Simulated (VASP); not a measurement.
# C (Fd-3m) in VASP: notebook

The runs below take C through relaxation of cell and atoms, single point, with PBE.

Everything below comes from runs of VASP 6.6.1. Logs are shortened: lines on timing, memory, paths and dates and some standing lists are left out, and cuts for length are marked.

### Step 1. The structure

The structure is cubic, space group Fd-3m (No. 227). Conventional cell: a = 3.567 Å, b = 3.567 Å, c = 3.567 Å, α = 90.00°, β = 90.00°, γ = 90.00°. Around C (site symmetry -43m) lie 4 C at 1.54 Å.

This isn't the form of C at room conditions, which is graphite.

### Step 2. Relaxation of cell and atoms, PBE

The input, INCAR:

```
SYSTEM = C
ALGO     = Normal         ! electronic algorithm
EDIFF    = 1E-6           ! SCF threshold, eV
EDIFFG   = -0.02          ! ionic threshold
ENCUT    = 600            ! plane-wave cutoff, eV
GGA      = PE             ! functional
IBRION   = 2              ! ionic algorithm
ISIF     = 3              ! what is computed and relaxed
ISMEAR   = -1             ! smearing method
LASPH    = .True.         ! aspherical terms in the spheres
LCHARG   = .False.        ! write CHGCAR
LREAL    = .False.        ! projectors in reciprocal space
LWAVE    = .False.        ! write WAVECAR
NELM     = 60             ! most SCF steps
NSW      = 60             ! ionic steps
PREC     = Accurate       ! precision mode
SIGMA    = 0.05           ! smearing width, eV
```

The input, KPOINTS:

```
k-points
0
Gamma
  13 13 13
  0 0 0
```

The input, POSCAR:

```
C
1.0
    0.0000000000      1.7833700000      1.7833700000
    1.7833700000      0.0000000000      1.7833700000
    1.7833700000      1.7833700000      0.0000000000
C
2
Direct
    0.7500000000      0.7500000000      0.7500000000
    0.5000000000      0.5000000000      0.5000000000
```

Potentials or basis: VASP PAW PBE potentials, release 54 (C).

Command:

```console
> cat potpaw_PBE.54/C/POTCAR > POTCAR
> mpirun -np 1 vasp_std > vasp.out
```

OUTCAR:

```text
SYSTEM = C
   EDIFF = 1E-6
   EDIFFG = -0.02
   ENCUT = 600
   GGA = PE
   IBRION = 2
   ISIF = 3
   ISMEAR = -1
   LASPH = .True.
   LREAL = .False.
   NELM = 60
   NSW = 60
   PREC = Accurate

 ion  position               nearest neighbor table
   1  0.750  0.750  0.750-   2 1.54   2 1.54   2 1.54   2 1.54
   2  0.500  0.500  0.500-   1 1.54   1 1.54   1 1.54   1 1.54

  LATTYP: Found a face centered cubic cell.
 ALAT       =     3.5667400000

  Lattice vectors:

 A1 = (   0.0000000000,   1.7833700000,   1.7833700000)
 A2 = (   1.7833700000,   0.0000000000,   1.7833700000)
 A3 = (   1.7833700000,   1.7833700000,   0.0000000000)

Analysis of symmetry for initial positions (statically):
=====================================================================
 Subroutine PRICEL returns:
 Original cell was already a primitive cell.

 Routine SETGRP: Setting up the symmetry group for a
 face centered cubic supercell.

 Subroutine GETGRP returns: Found 48 space group operations
 (whereof 24 operations were pure point group operations)
 out of a pool of 48 trial point group operations.

The static configuration has the point symmetry T_d .
 The point group associated with its full space group is O_h .

Analysis of symmetry for dynamics (positions and initial velocities):
=====================================================================
 Subroutine PRICEL returns:
 Original cell was already a primitive cell.

 Routine SETGRP: Setting up the symmetry group for a
 face centered cubic supercell.

 Subroutine GETGRP returns: Found 48 space group operations
 (whereof 24 operations were pure point group operations)
 out of a pool of 48 trial point group operations.

The dynamic configuration has the point symmetry T_d .
 The point group associated with its full space group is O_h .

 Subroutine INISYM returns: Found 48 space group operations
 (whereof 24 operations are pure point group operations),
 and found     1 'primitive' translations

----------------------------------------------------------------------------------------

                                     Primitive cell

  volume of cell :      11.3437

  direct lattice vectors                    reciprocal lattice vectors
     0.000000000  1.783370000  1.783370000    -0.280368067  0.280368067  0.280368067
     1.783370000  0.000000000  1.783370000     0.280368067 -0.280368067  0.280368067
     1.783370000  1.783370000  0.000000000     0.280368067  0.280368067 -0.280368067

  length of vectors
     2.522066041  2.522066041  2.522066041     0.485611737  0.485611737  0.485611737

  position of ions in fractional coordinates (direct lattice)
     0.750000000  0.750000000  0.750000000
     0.500000000  0.500000000  0.500000000

  ion indices of the primitive-cell ions
   primitive index   ion index
                 1           1
                 2           2

----------------------------------------------------------------------------------------

 KPOINTS: k-points

Automatic generation of k-mesh.
 Grid dimensions read from file:
 generate k-points for:   13   13   13

 Generating k-lattice:

  Cartesian coordinates                     Fractional coordinates (reciprocal lattice)
    -0.021566774  0.021566774  0.021566774     0.076923077  0.000000000  0.000000000
     0.021566774 -0.021566774  0.021566774     0.000000000  0.076923077  0.000000000
     0.021566774  0.021566774 -0.021566774     0.000000000  0.000000000  0.076923077

  Length of vectors
     0.037354749  0.037354749  0.037354749

  Shift w.r.t. Gamma in fractional coordinates (k-lattice)
     0.000000000  0.000000000  0.000000000

 Subroutine IBZKPT returns following result:
 ===========================================

 Found     84 irreducible k-points:

 Following reciprocal coordinates:
            Coordinates               Weight
  0.000000  0.000000  0.000000      1.000000
  0.076923  0.000000  0.000000      8.000000
  0.153846  0.000000  0.000000      8.000000
  0.230769  0.000000  0.000000      8.000000
  0.307692  0.000000  0.000000      8.000000
  0.384615  0.000000  0.000000      8.000000
[... 16 lines left out ...]
  0.384615  0.153846  0.000000     24.000000
  0.461538  0.153846  0.000000     24.000000
 [... further k-points ...]
   k-points           NKPTS =     84   k-points in BZ     NKDIM =     84   number of bands    NBANDS=      8
   number of dos      NEDOS =    301   number of ions     NIONS =      2
   total plane-waves  NPLWV =   8000
   dimension x,y,z NGX =    20 NGY =   20 NGZ =   20
   dimension x,y,z NGXF=    40 NGYF=   40 NGZF=   40
   ions per type =               2
   NGX,Y,Z   is equivalent  to a cutoff of  13.18, 13.18, 13.18 a.u.
   NGXF,Y,Z  is equivalent  to a cutoff of  26.37, 26.37, 26.37 a.u.
 SYSTEM =  C
   PREC   = accura    normal or accurate (medium, high low for compatibility)
   ISTART =      0    job   : 0-new  1-cont  2-samecut
   ICHARG =      2    charge: 1-file 2-atom 10-const
   ISPIN  =      1    spin polarized calculation?
   LNONCOLLINEAR =      F non collinear calculations
   LSORBIT =      F    spin-orbit coupling
   LASPH  =      T    aspherical Exc in radial PAW
   ENCUT  =  600.0 eV  44.10 Ry    6.64 a.u.   5.04  5.04  5.04*2*pi/ulx,y,z
   NELM   =     60;   NELMIN=  2; NELMDL= -5     # of ELM steps
   EDIFF  = 0.1E-05   stopping-criterion for ELM
   LREAL  =      F    real-space projection
   EDIFFG = -.2E-01   stopping-criterion for IOM
   NSW    =     60    number of steps for IOM
   IBRION =      2    ionic relax: 0-MD 1-quasi-New 2-CG
   NFREE  =      1    steps in history (QN), initial steepest desc. (CG)
   ISIF   =      3    stress and relaxation
   ISYM   =      2    0-nonsym 1-usesym 2-fastsym
   POTIM  = 0.5000    time-step for ionic-motion
   TEBEG  =    0.0;   TEEND  =   0.0 temperature during run
   PSTRESS=    0.0 pullay stress
   NELECT =       8.0000    total number of electrons
   NUPDOWN=      -1.0000    fix difference up-down
   EMIN   =  10.00;   EMAX   =-10.00  energy-range for DOS
   EFERMI =   0.00;   METHOD = LEGACY
   ISMEAR =    -1;   SIGMA  =   0.05  broadening in eV -4-tet -1-fermi 0-gaus
   EFERMI_NEDOS =   21; number of points for ismear=-14 and -15
   IALGO  =     38    algorithm
   IMIX   =      4    mixing-type and parameters
     AMIX     =   0.40;   BMIX     =  1.00
     AMIX_MAG =   1.60;   BMIX_MAG =  1.00
  volume/ion in A,a.u.               =       5.67        38.28
  Fermi-wavevector in a.u.,A,eV,Ry     =   1.457203  2.753714 28.891161  2.123440
  Thomas-Fermi vector in A             =   2.574032
   LORBIT       =      0    0 simple, 1 ext, 2 COOP (PROOUT), +10 PAW based schemes
   GGA     = PE    functional components
   LHFCALC =     F    Hartree Fock is set to
   AEXX    =    0.0000 exact exchange contribution
   IVDW    =     0    specifies the selected vdW correction
   LEPSILON=     F    determine dielectric tensor
   LRPA    =     F    only Hartree local field effects (RPA)
 conjugate gradient relaxation of ions
 non-spin polarized calculation
  energy-cutoff  :      600.00
  volume of cell :       11.34
 maximum number of plane-waves:       388
   NGX =  9   NGY =  9   NGZ =  9

--------------------------------------- Ionic step        1  -------------------------------------------

 number of electron       7.9999999 magnetization

 Free energy of the ion-electron system (eV)
  ---------------------------------------------------
  ext. energy  EPLUGINS =         0.00000000
  ---------------------------------------------------
  free energy    TOTEN  =       -18.19006728 eV

  energy without entropy =      -18.19006728  energy(sigma->0) =      -18.19006728

------------------------ aborting loop because EDIFF is reached ----------------------------------------

  FORCE on cell =-STRESS in cart. coord.  units (eV):
  Direction    XX          YY          ZZ          XY          YZ          ZX
  --------------------------------------------------------------------------------------
  -------------------------------------------------------------------------------------
  Total        0.1259902      0.1259902      0.1259902      0.0000000      0.0000000      0.0000000
  in kB       17.7947957     17.7947957     17.7947957      0.0000000      0.0000000      0.0000000
  external PRESSURE =      17.7947957 kB  Pullay stress =       0.0000000 kB

 VOLUME and BASIS-vectors are now :
 -----------------------------------------------------------------------------
  energy-cutoff  :      600.00
  volume of cell :       11.34
      direct lattice vectors                 reciprocal lattice vectors
     0.000000000  1.783370000  1.783370000    -0.280368067  0.280368067  0.280368067
     1.783370000  0.000000000  1.783370000     0.280368067 -0.280368067  0.280368067
     1.783370000  1.783370000  0.000000000     0.280368067  0.280368067 -0.280368067
[... 37 lines left out ...]
 POSITION                                       TOTAL-FORCE (eV/Angst)
 -----------------------------------------------------------------------------------
      2.68318      2.68318      2.68318        -0.000000     -0.000000      0.000000
      1.78879      1.78879      1.78879         0.000000      0.000000     -0.000000
 -----------------------------------------------------------------------------------
    total drift:                                0.000000     -0.000000      0.000000

  FREE ENERGIE OF THE ION-ELECTRON SYSTEM (eV)
  ---------------------------------------------------
  free  energy   TOTEN  =       -18.1899346452 eV

  energy  without entropy=      -18.1899346451  energy(sigma->0) =      -18.18993465

--------------------------------------- Ionic step        3  -------------------------------------------

 number of electron       7.9999999 magnetization

 Free energy of the ion-electron system (eV)
  ---------------------------------------------------
  ext. energy  EPLUGINS =         0.00000000
  ---------------------------------------------------
  free energy    TOTEN  =       -18.19032225 eV

  energy without entropy =      -18.19032225  energy(sigma->0) =      -18.19032225

 E-fermi :  10.6060     XC(G=0): -13.2301

 val. band max:        9.6693461861   @ k =   0.0000   0.0000   0.0000
 cond. band min:      13.8030111655   @ k =   0.3846   0.3846   0.0000
 fundamental gap:      4.1336649794
 Fermi energy:        10.6059766793

 k-point     1 :       0.0000    0.0000    0.0000
  band No.  band energies     occupation
      1     -11.7521      2.00000
      2       9.6693      2.00000
      3       9.6693      2.00000
      4       9.6693      2.00000
      5      15.2483      0.00000
      6      15.2483      0.00000
      7      15.2483      0.00000
      8      22.9070      0.00000

 k-point     2 :       0.0769    0.0000    0.0000
  band No.  band energies     occupation
      1     -11.5889      2.00000
      2       8.6076      2.00000
      3       9.3919      2.00000
      4       9.3919      2.00000
      5      15.6116      0.00000
      6      15.6116      0.00000
      7      15.8724      0.00000
      8      23.0499      0.00000
[... 221 lines left out ...]
 k-point    23 :       0.3846    0.1538    0.0000
  band No.  band energies     occupation
      1      -8.1860      2.00000
      2       0.6987      2.00000
      3       5.8221      2.00000
      4       5.9442      2.00000
      5      16.3043      0.00000
      6      20.3469      0.00000
      7      20.3501      0.00000
      8      22.2921      0.00000

 k-point    24 :       0.4615    0.1538    0.0000
  band No.  band energies     occupation
      1      -6.7563      2.00000
      2      -1.5353      2.00000
      3       5.2511      2.00000
      4       5.7828      2.00000
      5      16.7367      0.00000
      6      20.2248      0.00000
      7      20.5101      0.00000
      8      23.5468      0.00000

 [... further k-points ...]

------------------------ aborting loop because EDIFF is reached ----------------------------------------

  FORCE on cell =-STRESS in cart. coord.  units (eV):
  Direction    XX          YY          ZZ          XY          YZ          ZX
  --------------------------------------------------------------------------------------
  -------------------------------------------------------------------------------------
  Total       -0.0000848     -0.0000848     -0.0000848     -0.0000000      0.0000000     -0.0000000
  in kB       -0.0119286     -0.0119286     -0.0119286     -0.0000000      0.0000000     -0.0000000
  external PRESSURE =      -0.0119286 kB  Pullay stress =       0.0000000 kB

 VOLUME and BASIS-vectors are now :
 -----------------------------------------------------------------------------
  energy-cutoff  :      600.00
  volume of cell :       11.39
      direct lattice vectors                 reciprocal lattice vectors
     0.000000000  1.785806043  1.785806043    -0.279985613  0.279985613  0.279985613
     1.785806043  0.000000000  1.785806043     0.279985613 -0.279985613  0.279985613
     1.785806043  1.785806043  0.000000000     0.279985613  0.279985613 -0.279985613

 POSITION                                       TOTAL-FORCE (eV/Angst)
 -----------------------------------------------------------------------------------
      2.67871      2.67871      2.67871         0.000000      0.000000      0.000000
      1.78581      1.78581      1.78581        -0.000000     -0.000000     -0.000000
 -----------------------------------------------------------------------------------
    total drift:                                0.000000     -0.000000      0.000000

  FREE ENERGIE OF THE ION-ELECTRON SYSTEM (eV)
  ---------------------------------------------------
  free  energy   TOTEN  =       -18.1903222466 eV

  energy  without entropy=      -18.1903222466  energy(sigma->0) =      -18.19032225

 reached required accuracy - stopping structural energy minimisation
```

Run time: 6.9 s. Hardware: 1 thread of Intel Xeon 6975P-C (Granite Rapids), shared host; peak memory 0.11 GiB.

What came out:

```
Free energy                            : -18.1903 eV
Relaxed volume                         : 5.70 Å³/atom
Relaxed cell                           : a = 2.526 Å, b = 2.526 Å, c = 2.526 Å, α = 60.00°, β = 60.00°, γ = 60.00°
Space group after relaxing (to 0.05 Å) : Fd-3m (No. 227)
Energy gained by relaxing              : 0.1 meV/atom
Ionic steps                            : 3
Pressure after relaxing                : 0.0 GPa
Band gap on the k mesh                 : 4.13 eV, indirect (least direct gap 5.58 eV)
```

The path:
| step | energy change (eV) | largest force (eV/Å) | pressure (GPa) | volume (Å³) |
| --- | --- | --- | --- | --- |
| 1 | 0.0000 | 0.0000 | 1.78 | 11.34 |
| 2 | 0.0001 | 0.0000 | -2.16 | 11.45 |
| 3 | -0.0003 | 0.0000 | 0.00 | 11.39 |

Final structure:
```yaml
crystal:
  lattice:
    - [0.00000, 1.78581, 1.78581]
    - [1.78581, 0.00000, 1.78581]
    - [1.78581, 1.78581, 0.00000]
  atoms:
    - { symbol: C, position: [0.75000, 0.75000, 0.75000] }
    - { symbol: C, position: [0.50000, 0.50000, 0.50000] }
```

Levels at points of the mesh, in eV from the valence-band top:
| k point | band 1 | band 2 | band 3 | band 4 | band 5 | band 6 | band 7 | band 8 |
| --- | --- | --- | --- | --- | --- | --- | --- | --- |
| (0.00, 0.00, 0.00) | -21.42 | 0.00 | 0.00 | 0.00 | 5.58 | 5.58 | 5.58 | 13.24 |

Caveat: an odd mesh through Γ misses points on the zone boundary, where band edges often lie.

### Step 3. Relaxation of cell and atoms, PBE

The input, INCAR:

```
SYSTEM = C
PREC = Accurate ; ENCUT = 580
EDIFF = 1E-6 ; ISMEAR = -1
SIGMA = 0.05 ; LREAL = .False.
LASPH = .True. ; NELM = 100
ALGO = Normal ; ISIF = 3
LWAVE = .False. ; LCHARG = .False.
GGA = PE ; IBRION = 2
NSW = 60 ; EDIFFG = -0.01
```

The input, KPOINTS:

```
regular mesh
0
Gamma
  13 13 13
  0 0 0
```

POSCAR is that of step 2.

Potentials or basis: VASP PAW PBE potentials, release 54 (C).

Command:

```console
> cat potpaw_PBE.54/C/POTCAR > POTCAR
> mpirun -np 1 vasp_std > vasp.out
```

Wall time 6.5 s (1 thread of Intel Xeon 6975P-C (Granite Rapids), shared host); peak memory 0.12 GiB.

The run converged. Its results:

| Property | Result |
| --- | --- |
| Free energy | -18.1888 eV |
| Relaxed volume | 5.70 Å³/atom |
| Relaxed cell | a = 2.526 Å, b = 2.526 Å, c = 2.526 Å, α = 60.00°, β = 60.00°, γ = 60.00° |
| Space group after relaxing (to 0.05 Å) | Fd-3m (No. 227) |
| Energy gained by relaxing | 0.2 meV/atom |
| Ionic steps | 3 |
| Pressure after relaxing | 0.0 GPa |
| Band gap on the k mesh | 4.13 eV, indirect (least direct gap 5.58 eV) |

The path:
| step | energy change (eV) | largest force (eV/Å) | pressure (GPa) | volume (Å³) |
| --- | --- | --- | --- | --- |
| 1 | 0.0000 | 0.0000 | 1.93 | 11.34 |
| 2 | 0.0002 | 0.0000 | -2.34 | 11.46 |
| 3 | -0.0003 | 0.0000 | 0.00 | 11.39 |

Final structure:
```yaml
crystal:
  lattice:
    - [0.00000, 1.78602, 1.78602]
    - [1.78602, 0.00000, 1.78602]
    - [1.78602, 1.78602, 0.00000]
  atoms:
    - { symbol: C, position: [0.75000, 0.75000, 0.75000] }
    - { symbol: C, position: [0.50000, 0.50000, 0.50000] }
```

Levels at points of the mesh, in eV from the valence-band top:
```csv
k point,band 1,band 2,band 3,band 4,band 5,band 6,band 7,band 8
"(0.00, 0.00, 0.00)",-21.42,0.00,0.00,0.00,5.58,5.58,5.58,13.23
```

Caveat: an odd mesh through Γ misses points on the zone boundary, where band edges often lie.

### Step 4. Single point, PBE

The input, INCAR:

```
ALGO = Normal ; EDIFF = 1E-6
ENCUT = 520 ; GGA = PE
ISIF = 2 ; ISMEAR = 0
LASPH = True ; LCHARG = False
LREAL = False ; LWAVE = False
NELM = 80 ; PREC = Accurate
SIGMA = 0.02
```

The input, KPOINTS:

```
k-points
0
Gamma
  13 13 13
```

POSCAR is that of step 3.

Potentials or basis: VASP PAW PBE potentials, release 64 (C).

Command:

```console
> cat potpaw_PBE.64/C/POTCAR > POTCAR
> mpirun -np 1 vasp_std > vasp.out
```

Run time: 4.3 s. Hardware: 1 thread of AMD EPYC 9R45 (Zen 5), shared host; peak memory 0.09 GiB.

Results (log left out):

```yaml
Free_energy: -18.1853 eV
Pressure: 2.5 GPa
Band_gap_on_the_k_mesh: 4.14 eV, indirect (least direct gap 5.59 eV)
```

Levels at points of the mesh, in eV from the valence-band top:
| k point | band 2 | band 3 | band 4 | band 5 | band 6 | band 7 |
| --- | --- | --- | --- | --- | --- | --- |
| (0.00, 0.00, 0.00) | 0.00 | 0.00 | 0.00 | 5.59 | 5.59 | 5.59 |

Caveat: an odd mesh through Γ misses points on the zone boundary, where band edges often lie.

### Step 5. The runs side by side

| task | potentials or basis | cell | cutoff (eV) | smearing | gap on the mesh (eV) | pressure (GPa) | relaxed volume (Å³/atom) |
| --- | --- | --- | --- | --- | --- | --- | --- |
| relaxation of cell and atoms | VASP PAW PBE potentials, release 54 (C) | relaxed | 600 | fermi-dirac 0.05 eV | 4.13 | 0.0 | 5.70 |
| relaxation of cell and atoms | VASP PAW PBE potentials, release 54 (C) | relaxed | 580 | fermi-dirac 0.05 eV | 4.13 | 0.0 | 5.70 |
| single point | VASP PAW PBE potentials, release 64 (C) | as given | 520 | gaussian 0.02 eV | 4.14 | 2.5 | - |

Alike in all rows: level PBE; no spin polarisation; k mesh 13 × 13 × 13.

Caveats: an odd mesh through Γ misses points on the zone boundary, where band edges often lie.

Total energies depend on the potentials used, so only differences within one code and one set of settings carry meaning.

### Step 6. Comparison with measurements

Step 2. The cell as given is a measured one (5.67 Å³/atom); PBE puts the equilibrium volume +0.4 % from it, thermal expansion not counted.

Step 3. The cell as given is a measured one (5.67 Å³/atom); PBE puts the equilibrium volume +0.4 % from it, thermal expansion not counted.
